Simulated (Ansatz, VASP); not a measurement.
In in VASP and in Ansatz

```
In
1.0
    -1.63365    1.63365    2.30797
     1.63365   -1.63365    2.30797
     1.63365    1.63365   -2.30797
In
1
Direct
  0.00000 0.00000 0.00000
```

Alike in both runs: functional LDA; k mesh 18 × 18 × 18; occupations gaussian, width 0.1 eV; no spin polarisation.

Ansatz relaxed the structure, and its values are those at the end. VASP's run is a single point on that final structure, the one shown.

```csv
,VASP,Ansatz
version,VASP 6.6.1,Ansatz 0.2.0
potentials or method,"VASP PAW LDA potentials, release 64 (In_d)","scalar-relativistic, plane waves, PAW"
plane-wave cutoff (eV),520,420
valence electrons in the cell,13,13
```

|  | VASP | Ansatz | Ansatz less VASP |
| --- | --- | --- | --- |
| gap on the k mesh at the Fermi level (eV) | none | none | - |
| pressure (GPa) | 0.0 | 0.0 | -0.04 |

A gap of «none» marks a metal or a gap that the smearing closes.
